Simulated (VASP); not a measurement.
# HfC (Fm-3m) in VASP: further runs

The runs below take HfC through relaxation of cell and atoms, with PBEsol, LDA, PBE.

All numbers are computed with VASP 6.6.1; they aren't measurements. Logs are shortened: lines on timing, memory, paths and dates and some standing lists are left out, and cuts for length are marked.

**1. The crystal as given**

Symmetry: Fm-3m, No. 225, cubic system. The conventional cell has a = 4.634 Å, b = 4.634 Å, c = 4.634 Å, α = 90.00°, β = 90.00°, γ = 90.00°. Hf (site symmetry m-3m) has 6 C at 2.32 Å as nearest neighbours. Around C (site symmetry m-3m) lie 6 Hf at 2.32 Å.

The cell is a database's computed one.

**2. Relaxation of cell and atoms, PBEsol**

Contents of INCAR:

```
SYSTEM = HfC
PREC = Accurate
ENCUT = 600
EDIFF = 1E-7
ISMEAR = 0
SIGMA = 0.1
LREAL = .False.
LASPH = .True.
NELM = 60
ALGO = Normal
ISIF = 3
LWAVE = .False.
LCHARG = .False.
GGA = PS
IBRION = 2
NSW = 90
EDIFFG = -0.005
```

Contents of KPOINTS:

```
Automatic mesh
0
Gamma
  16 16 16
  0 0 0
```

Contents of POSCAR:

```
HfC
1.0
    0.0000000000      2.3171388400      2.3171388400
    2.3171388400      0.0000000000      2.3171388400
    2.3171388400      2.3171388400      0.0000000000
Hf C
1 1
Direct
    0.0000000000      0.0000000000      0.0000000000
    0.5000000000      0.5000000000      0.5000000000
```

Potentials or basis: VASP PAW PBE potentials, release 64 (Hf_pv, C).

The run is started by

```console
cat potpaw_PBE.64/Hf_pv/POTCAR potpaw_PBE.64/C/POTCAR > POTCAR
mpirun -np 1 vasp_std > vasp.out
```

OUTCAR:

```text
SYSTEM = HfC
   PREC = Accurate
   ENCUT = 600
   EDIFF = 1E-7
   ISMEAR = 0
   LREAL = .False.
   LASPH = .True.
   NELM = 60
   ISIF = 3
   GGA = PS
   IBRION = 2
   NSW = 90
   EDIFFG = -0.005

 ion  position               nearest neighbor table
   1  0.000  0.000  0.000-   2 2.32   2 2.32   2 2.32   2 2.32   2 2.32   2 2.32
   2  0.500  0.500  0.500-   1 2.32   1 2.32   1 2.32   1 2.32   1 2.32   1 2.32

  LATTYP: Found a face centered cubic cell.
 ALAT       =     4.6342776800

  Lattice vectors:

 A1 = (   0.0000000000,   2.3171388400,   2.3171388400)
 A2 = (   2.3171388400,   0.0000000000,   2.3171388400)
 A3 = (   2.3171388400,   2.3171388400,   0.0000000000)

Analysis of symmetry for initial positions (statically):
=====================================================================
 Subroutine PRICEL returns:
 Original cell was already a primitive cell.

 Routine SETGRP: Setting up the symmetry group for a
 face centered cubic supercell.

 Subroutine GETGRP returns: Found 48 space group operations
 (whereof 48 operations were pure point group operations)
 out of a pool of 48 trial point group operations.

The static configuration has the point symmetry O_h .

Analysis of symmetry for dynamics (positions and initial velocities):
=====================================================================
 Subroutine PRICEL returns:
 Original cell was already a primitive cell.

 Routine SETGRP: Setting up the symmetry group for a
 face centered cubic supercell.

 Subroutine GETGRP returns: Found 48 space group operations
 (whereof 48 operations were pure point group operations)
 out of a pool of 48 trial point group operations.

The dynamic configuration has the point symmetry O_h .

 Subroutine INISYM returns: Found 48 space group operations
 (whereof 48 operations are pure point group operations),
 and found     1 'primitive' translations

----------------------------------------------------------------------------------------

                                     Primitive cell

  volume of cell :      24.8821

  direct lattice vectors                    reciprocal lattice vectors
     0.000000000  2.317138840  2.317138840    -0.215783358  0.215783358  0.215783358
     2.317138840  0.000000000  2.317138840     0.215783358 -0.215783358  0.215783358
     2.317138840  2.317138840  0.000000000     0.215783358  0.215783358 -0.215783358

  length of vectors
     3.276929173  3.276929173  3.276929173     0.373747740  0.373747740  0.373747740

  position of ions in fractional coordinates (direct lattice)
     0.000000000  0.000000000  0.000000000
     0.500000000  0.500000000  0.500000000

  ion indices of the primitive-cell ions
   primitive index   ion index
                 1           1
                 2           2

----------------------------------------------------------------------------------------

 KPOINTS: Automatic mesh

Automatic generation of k-mesh.
 Grid dimensions read from file:
 generate k-points for:   16   16   16

 Generating k-lattice:

  Cartesian coordinates                     Fractional coordinates (reciprocal lattice)
    -0.013486460  0.013486460  0.013486460     0.062500000  0.000000000  0.000000000
     0.013486460 -0.013486460  0.013486460     0.000000000  0.062500000  0.000000000
     0.013486460  0.013486460 -0.013486460     0.000000000  0.000000000  0.062500000

  Length of vectors
     0.023359234  0.023359234  0.023359234

  Shift w.r.t. Gamma in fractional coordinates (k-lattice)
     0.000000000  0.000000000  0.000000000

 Subroutine IBZKPT returns following result:
 ===========================================

 Found    145 irreducible k-points:

 Following reciprocal coordinates:
            Coordinates               Weight
  0.000000  0.000000  0.000000      1.000000
  0.062500  0.000000  0.000000      8.000000
  0.125000  0.000000  0.000000      8.000000
  0.187500  0.000000  0.000000      8.000000
  0.250000  0.000000  0.000000      8.000000
  0.312500  0.000000  0.000000      8.000000
[... 16 lines left out ...]
 -0.125000  0.062500  0.000000     24.000000
 -0.062500  0.062500  0.000000     12.000000
 [... further k-points ...]
   k-points           NKPTS =    145   k-points in BZ     NKDIM =    145   number of bands    NBANDS=     11
   number of dos      NEDOS =    301   number of ions     NIONS =      2
   total plane-waves  NPLWV =  21952
   dimension x,y,z NGX =    28 NGY =   28 NGZ =   28
   dimension x,y,z NGXF=    56 NGYF=   56 NGZF=   56
   ions per type =               1   1
   NGX,Y,Z   is equivalent  to a cutoff of  14.21, 14.21, 14.21 a.u.
   NGXF,Y,Z  is equivalent  to a cutoff of  28.41, 28.41, 28.41 a.u.
 SYSTEM =  HfC
   PREC   = accura    normal or accurate (medium, high low for compatibility)
   ISTART =      0    job   : 0-new  1-cont  2-samecut
   ICHARG =      2    charge: 1-file 2-atom 10-const
   ISPIN  =      1    spin polarized calculation?
   LNONCOLLINEAR =      F non collinear calculations
   LSORBIT =      F    spin-orbit coupling
   LASPH  =      T    aspherical Exc in radial PAW
   ENCUT  =  600.0 eV  44.10 Ry    6.64 a.u.   6.54  6.54  6.54*2*pi/ulx,y,z
   NELM   =     60;   NELMIN=  2; NELMDL= -5     # of ELM steps
   EDIFF  = 0.1E-06   stopping-criterion for ELM
   LREAL  =      F    real-space projection
   EDIFFG = -.5E-02   stopping-criterion for IOM
   NSW    =     90    number of steps for IOM
   IBRION =      2    ionic relax: 0-MD 1-quasi-New 2-CG
   NFREE  =      1    steps in history (QN), initial steepest desc. (CG)
   ISIF   =      3    stress and relaxation
   ISYM   =      2    0-nonsym 1-usesym 2-fastsym
   POTIM  = 0.5000    time-step for ionic-motion
   TEBEG  =    0.0;   TEEND  =   0.0 temperature during run
   PSTRESS=    0.0 pullay stress
   NELECT =      14.0000    total number of electrons
   NUPDOWN=      -1.0000    fix difference up-down
   EMIN   =  10.00;   EMAX   =-10.00  energy-range for DOS
   EFERMI =   0.00;   METHOD = LEGACY
   ISMEAR =     0;   SIGMA  =   0.10  broadening in eV -4-tet -1-fermi 0-gaus
   EFERMI_NEDOS =   21; number of points for ismear=-14 and -15
   IALGO  =     38    algorithm
   IMIX   =      4    mixing-type and parameters
     AMIX     =   0.40;   BMIX     =  1.00
     AMIX_MAG =   1.60;   BMIX_MAG =  1.00
  volume/ion in A,a.u.               =      12.44        83.96
  Fermi-wavevector in a.u.,A,eV,Ry     =   1.351519  2.554000 24.852447  1.826603
  Thomas-Fermi vector in A             =   2.478934
   LORBIT       =      0    0 simple, 1 ext, 2 COOP (PROOUT), +10 PAW based schemes
   GGA     = PS    functional components
   LHFCALC =     F    Hartree Fock is set to
   AEXX    =    0.0000 exact exchange contribution
   IVDW    =     0    specifies the selected vdW correction
   LEPSILON=     F    determine dielectric tensor
   LRPA    =     F    only Hartree local field effects (RPA)
 conjugate gradient relaxation of ions
 non-spin polarized calculation
 Gauss-broadening in eV      SIGMA  =   0.10
  energy-cutoff  :      600.00
  volume of cell :       24.88
 maximum number of plane-waves:       869
 NGX is ok and might be reduce to    28
   NGX = 13   NGY = 13   NGZ = 13

--------------------------------------- Ionic step        1  -------------------------------------------

 number of electron      14.0000000 magnetization

 Free energy of the ion-electron system (eV)
  ---------------------------------------------------
  ext. energy  EPLUGINS =         0.00000000
  ---------------------------------------------------
  free energy    TOTEN  =       -22.18997381 eV

  energy without entropy =      -22.18772825  energy(sigma->0) =      -22.18885103

------------------------ aborting loop because EDIFF is reached ----------------------------------------

  FORCE on cell =-STRESS in cart. coord.  units (eV):
  Direction    XX          YY          ZZ          XY          YZ          ZX
  --------------------------------------------------------------------------------------
  -------------------------------------------------------------------------------------
  Total       -0.7312503     -0.7312503     -0.7312503      0.0000000      0.0000000      0.0000000
  in kB      -47.0858578    -47.0858578    -47.0858578      0.0000000      0.0000000      0.0000000
  external PRESSURE =     -47.0858578 kB  Pullay stress =       0.0000000 kB
[... 57 lines left out ...]
  energy  without entropy=      -22.1718268289  energy(sigma->0) =      -22.17293457

--------------------------------------- Ionic step        3  -------------------------------------------

 number of electron      13.9999999 magnetization

 Free energy of the ion-electron system (eV)
  ---------------------------------------------------
  ext. energy  EPLUGINS =         0.00000000
  ---------------------------------------------------
  free energy    TOTEN  =       -22.19707538 eV

  energy without entropy =      -22.19480491  energy(sigma->0) =      -22.19594014

 E-fermi :   6.0086     XC(G=0): -12.5650

 val. band max:        6.0084492788   @ k =   0.4375   0.3750   0.0000
 cond. band min:       6.0192185723   @ k =   0.1250   0.0625   0.0000
 fundamental gap:      0.0107692935
 Fermi energy:         6.0086197838

 k-point     1 :       0.0000    0.0000    0.0000
  band No.  band energies     occupation
      1     -23.3273      2.00000
      2     -23.3273      2.00000
      3     -23.3273      2.00000
      4      -6.4052      2.00000
      5       7.0752      0.00000
      6       7.0752      0.00000
      7       7.0752      0.00000
      8       7.3838      0.00000
      9       7.3838      0.00000
     10       7.3838      0.00000
     11       9.4859      0.00000
[... 309 lines left out ...]
 k-point    24 :      -0.0625    0.0625    0.0000
  band No.  band energies     occupation
      1     -23.4020      2.00000
      2     -23.3477      2.00000
      3     -23.3294      2.00000
      4      -6.1314      2.00000
      5       5.6360      2.00000
      6       5.9394      1.67261
      7       6.0390      0.66733
      8       7.5507      0.00000
      9       8.2494      0.00000
     10       8.2601      0.00000
     11      10.1105      0.00000

 [... further k-points ...]

------------------------ aborting loop because EDIFF is reached ----------------------------------------

  FORCE on cell =-STRESS in cart. coord.  units (eV):
  Direction    XX          YY          ZZ          XY          YZ          ZX
  --------------------------------------------------------------------------------------
  -------------------------------------------------------------------------------------
  Total       -0.0050150     -0.0050150     -0.0050150     -0.0000000     -0.0000000     -0.0000000
  in kB       -0.3291401     -0.3291401     -0.3291401     -0.0000000     -0.0000000     -0.0000000
  external PRESSURE =      -0.3291401 kB  Pullay stress =       0.0000000 kB
[... 17 lines left out ...]
  FREE ENERGIE OF THE ION-ELECTRON SYSTEM (eV)
  ---------------------------------------------------
  free  energy   TOTEN  =       -22.1970753757 eV

  energy  without entropy=      -22.1948049103  energy(sigma->0) =      -22.19594014

 reached required accuracy - stopping structural energy minimisation
```

Run time: 78 s. Hardware: 1 thread of AMD EPYC 9R14 (Zen 4), shared host; peak memory 0.18 GiB.

Results:

```
Free energy                            : -22.1971 eV
Relaxed volume                         : 12.21 Å³/atom
Relaxed cell                           : a = 3.256 Å, b = 3.256 Å, c = 3.256 Å, α = 60.00°, β = 60.00°, γ = 60.00°
Space group after relaxing (to 0.05 Å) : Fm-3m (No. 225)
Energy gained by relaxing              : 3.6 meV/atom
Ionic steps                            : 3
Pressure after relaxing                : 0.0 GPa
Band gap on the k mesh                 : none (metal or under the smearing width)
```

Step by step:
```tsv
step	energy change (eV)	largest force (eV/Å)	pressure (GPa)	volume (Å³)
1	0.0000	0.0000	-4.71	24.88
2	0.0159	0.0000	9.28	23.59
3	-0.0071	0.0000	-0.03	24.41
```

Final structure:
```
CELL_PARAMETERS angstrom
0.00000 2.30245 2.30245
2.30245 0.00000 2.30245
2.30245 2.30245 0.00000
ATOMIC_POSITIONS crystal
Hf 0.00000 0.00000 0.00000
C 0.50000 0.50000 0.50000
```

Caveat: the PAW data sets were made with another functional, which shifts forces and pressure a little. Spin-orbit coupling is left out, which matters for the levels of Hf.

(Continued in part 2 of 2.)
